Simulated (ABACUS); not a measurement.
Runs of ABACUS 3.10.1 on InAs. It takes space group F-43m (No. 216, cubic). Conventional cell: a = 6.036 Å, b = 6.036 Å, c = 6.036 Å, α = 90.00°, β = 90.00°, γ = 90.00°. Around In (site symmetry -43m) lie 4 As at 2.61 Å. As (site symmetry -43m) is surrounded by 4 In at 2.61 Å. 

```tsv
task	level	potentials or basis	cell	k mesh	cutoff (eV)	radial cutoff of the potentials (pseudo_rcut)	SCF threshold on the density	eigensolver	symmetry key	threshold of the eigensolver	mesh quality	gap on the mesh (eV)	pressure (GPa)	relaxed volume (Å³/atom)
single point	BLYP	PseudoDojo NC SR 0.5 PBE standard, plane waves	as given	6 × 6 × 6	1143	10 bohr	1e-08	dav	1	-	not flagged	none	7.3	-
relaxation of cell and atoms	RPBE	SPMS ONCV 1.0 PBE, plane waves	relaxed	6 × 6 × 6	1143	10 bohr	1e-08	dav	1	-	not flagged	none	0.0	(b)
single point	BLYP	PseudoDojo NC SR 0.5 PBE stringent, DZP LCAO (the cutoffs set its grid)	as given	7 × 7 × 7	1429	10 bohr	1e-07	genelpa	1	-	not flagged	none	8.2	-
relaxation of cell and atoms	BLYP	PseudoDojo NC SR 0.5 PBE standard, plane waves	relaxed	6 × 6 × 6	1143	10 bohr	1e-08	dav	1	-	not flagged	none	0.0	(a)
single point	B86bPBE	Ansatz NC PBE, plane waves	as given	6 × 6 × 6	1143	10 bohr	1e-08	dav	1	-	not flagged	none	4.8	-
single point	TASK	SG15 ONCV 1.2 PBE, plane waves	as given	5 × 5 × 5	1320	10 bohr	1e-08	dav	1	-	coarse	none	146.4	-
```

Alike in all rows: no spin polarisation; smearing fermi-dirac 0.05 eV.

Fill in the values left out.

(a) 31.07; (b) 31.03.

Caveats: some runs use coarse meshes; the potentials were made for another functional, which shifts forces and pressure; this crystal is a semiconductor, whose small gap the functional closes, so the metal is an error of the method (some runs); the volume moved by +13 % from the deposited cell, more than functionals usually miss (some runs); the atomic orbitals were generated for these runs and aren't a published set (some runs); the basis of atomic orbitals isn't converged, which shifts pressures, moduli and gaps (some runs); a pressure of tens of GPa on the cell as given is suspect, and the run, the potentials or the cell itself is likely at fault (some runs).

A k mesh can miss the band edges, and the runs leave out spin-orbit coupling on As, In.

A gap of «none» marks a metal or a gap under the smearing width.

The runs don't all hold the same shells in valence.
